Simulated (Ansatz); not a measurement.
# Molecular dynamics of Al32H

The input (input.yaml):

```yaml
accuracy: low
crystal:
  lattice:
    - [8.0997, 0.0, 0.0]
    - [0.0, 8.0997, 0.0]
    - [0.0, 0.0, 8.0997]
  atoms:
    - { symbol: Al, position: [0.4999927, 6.23e-06, -0.00038916] }
    - { symbol: Al, position: [0.75091435, 0.2508785, -0.00091409] }
    - { symbol: Al, position: [0.75038917, 5.96e-06, 0.25000741] }
    - { symbol: Al, position: [7.433e-05, 8.621e-05, -0.00080562] }
    - { symbol: Al, position: [0.24911544, 0.25088677, -0.0008805] }
    - { symbol: Al, position: [0.49990035, 0.49993563, -0.00080265] }
    - { symbol: Al, position: [0.75086132, 0.74914154, -0.00086163] }
    - { symbol: Al, position: [0.2496869, -1.362e-05, 0.24998416] }
    - { symbol: Al, position: [0.50001416, 0.2503217, 0.24998569] }
    - { symbol: Al, position: [0.7507978, 0.49993578, 0.25010336] }
    - { symbol: Al, position: [0.50001594, -1.388e-05, 0.50031104] }
    - { symbol: Al, position: [0.75087916, 0.25088569, 0.50088284] }
    - { symbol: Al, position: [0.75080145, 8.684e-05, 0.74992361] }
    - { symbol: Al, position: [3.247e-05, 0.49997188, 0.00468631] }
    - { symbol: Al, position: [0.24911938, 0.74908414, -0.00091523] }
    - { symbol: Al, position: [6.148e-05, 0.25048466, 0.25015178] }
    - { symbol: Al, position: [0.24953926, 0.49994756, 0.25015499] }
    - { symbol: Al, position: [0.49999457, 0.7496123, 0.25000581] }
    - { symbol: Al, position: [6.031e-05, 0.00013096, 0.50046017] }
    - { symbol: Al, position: [0.24919636, 0.250803, 0.50080353] }
    - { symbol: Al, position: [0.49984873, 0.49994773, 0.50045641] }
    - { symbol: Al, position: [0.75091558, 0.74908404, 0.50088067] }
    - { symbol: Al, position: [0.24953467, 0.00013042, 0.74993762] }
    - { symbol: Al, position: [0.49985247, 0.25048549, 0.74993662] }
    - { symbol: Al, position: [0.74532954, 0.49997188, 0.74996644] }
    - { symbol: Al, position: [7.326e-05, 0.74922374, 0.25010703] }
    - { symbol: Al, position: [3.693e-05, 0.49996792, 0.49618486] }
    - { symbol: Al, position: [0.24912232, 0.74912909, 0.50087705] }
    - { symbol: Al, position: [3.642e-05, 0.2461376, 0.74996242] }
    - { symbol: Al, position: [0.25382285, 0.499968, 0.74996198] }
    - { symbol: Al, position: [0.49989605, 0.74922306, 0.74992453] }
    - { symbol: Al, position: [3.256e-05, 0.75459551, 0.74996636] }
    - { symbol: H, position: [-0.00589436, 0.50510299, 0.75605699] }
basis:
  ecutwfc: 420.0
kpoints:
  mp_grid: { grid: [2, 2, 2] }
hamiltonian:
  xc: pbe
scf:
  occupations: { method: fermi_dirac, width: 0.05 }
  lower_state_search: "off"
md:
  timestep: 0.75
  n_steps: 220
  ensemble: nvt_nose_hoover
  temperature: 900.0
  initial_velocities: maxwell_boltzmann
  seed: 361494
  nose_hoover: { tau: 100.0, chain_length: 3 }
```

Launched with:

```bash
$ ansatz run input.yaml --threads 2 --pin off --max-ram 5120MiB --backend cpu --events-out ev --progress --plain --runs-dir out
```

It starts from a relaxed structure.

Output, in part (step lines):

```
md step     0: t =     0.00 fs  T =   900.0 K  F+E_penalty+E_count = -17215.14385193 eV  E_kin = 3.722688 eV  conserved = -17211.42116396 eV  (6 SCF iters)
md step     1: t =     0.75 fs  T =   899.5 K  F+E_penalty+E_count = -17215.14181749 eV  E_kin = 3.720641 eV  conserved = -17211.42117612 eV  (5 SCF iters)
md step     2: t =     1.50 fs  T =   897.2 K  F+E_penalty+E_count = -17215.13242142 eV  E_kin = 3.711226 eV  conserved = -17211.42119613 eV  (5 SCF iters)
md step     3: t =     2.25 fs  T =   893.1 K  F+E_penalty+E_count = -17215.11542866 eV  E_kin = 3.694208 eV  conserved = -17211.42122273 eV  (5 SCF iters)
md step     4: t =     3.00 fs  T =   887.1 K  F+E_penalty+E_count = -17215.09054324 eV  E_kin = 3.669297 eV  conserved = -17211.42125323 eV  (5 SCF iters)
md step     5: t =     3.75 fs  T =   879.1 K  F+E_penalty+E_count = -17215.05744357 eV  E_kin = 3.636178 eV  conserved = -17211.42128409 eV  (4 SCF iters)
md step     6: t =     4.50 fs  T =   869.0 K  F+E_penalty+E_count = -17215.01583022 eV  E_kin = 3.594557 eV  conserved = -17211.42131145 eV  (3 SCF iters)
md step     7: t =     5.25 fs  T =   856.9 K  F+E_penalty+E_count = -17214.96548543 eV  E_kin = 3.544228 eV  conserved = -17211.42132992 eV  (3 SCF iters)
[... lines left out ...]
```

The steps, from the saved trajectory:

```csv
time (fs),T (K),potential energy less start (eV),conserved less start (meV/atom)
0,900,0.000,0.00
5.25,857,0.178,-0.01
10.5,720,0.747,0.01
15.75,559,1.416,0.01
21,425,1.979,0.01
26.25,305,2.484,0.01
31.5,220,2.847,0.03
36.75,253,2.721,0.01
42,307,2.522,0.02
47.25,372,2.285,0.00
52.5,443,2.032,0.00
57.75,492,1.882,-0.04
63,423,2.228,0.06
68.25,508,1.933,0.02
73.5,558,1.795,-0.02
78.75,552,1.887,-0.01
84,509,2.129,0.05
89.25,551,2.014,0.00
94.5,513,2.230,0.02
99.75,490,2.373,0.03
105,513,2.324,0.02
110.25,516,2.361,0.03
115.5,548,2.271,0.03
120.75,607,2.077,0.02
126,636,2.004,0.02
131.25,633,2.068,0.02
136.5,617,2.179,0.04
141.75,652,2.081,0.00
147,636,2.198,0.05
152.25,697,1.994,0.00
157.5,733,1.899,0.02
162.75,715,2.029,0.04
```

All steps were run. The conserved energy stayed within 0.074 meV per atom of its start (net change 0.049 meV per atom), so the integration is sound. The mean temperature of the second half is 33 % below the set value. A run of 0.17 ps of so small a system gives no equilibrium averages. Limits of this set-up: coarse k mesh, odd electron count without spin, a small cell, in which the defect meets its images, a typed lattice constant that wasn't relaxed here, low accuracy level.

Mean squared displacements from the first frame to the last, about the centre of mass: Al 0.04 Å², H 0.33 Å².

Last frame:

```xyz
33
Lattice="8.0997 0.0000 0.0000 0.0000 8.0997 0.0000 0.0000 0.0000 8.0997" Properties=species:S:1:pos:R:3
Al 4.177 -0.024 -0.069
Al 6.206 1.929 -0.030
Al 6.090 0.097 2.095
Al 0.098 -0.180 0.090
Al 1.806 2.008 0.060
Al 4.007 4.098 0.154
Al 5.950 6.001 -0.235
Al 2.090 0.054 1.999
Al 3.933 2.118 1.994
Al 5.999 4.039 2.086
Al 4.016 -0.013 4.174
Al 5.928 1.884 4.192
Al 6.246 -0.128 6.016
Al -0.267 4.140 -0.145
Al 2.031 6.157 0.030
Al -0.092 2.059 1.943
Al 1.985 4.015 1.893
Al 4.010 6.296 2.041
Al 0.058 0.046 3.918
Al 2.289 2.203 4.170
Al 4.024 4.138 3.935
Al 6.162 6.058 3.947
Al 1.998 -0.108 6.126
Al 4.230 2.060 6.339
Al 5.986 4.202 5.972
Al 0.024 6.028 2.090
Al 0.028 3.631 4.216
Al 2.135 6.169 3.979
Al 0.021 1.817 6.158
Al 1.994 4.177 6.076
Al 3.974 5.995 6.035
Al 0.078 6.220 5.952
H -0.564 4.320 6.001
```

The run took 18 min on 2 threads of Intel(R) Xeon(R) Platinum 8175M CPU @ 2.50GHz (Skylake/Cascade Lake), on a shared host, peak memory 1.2 GiB.
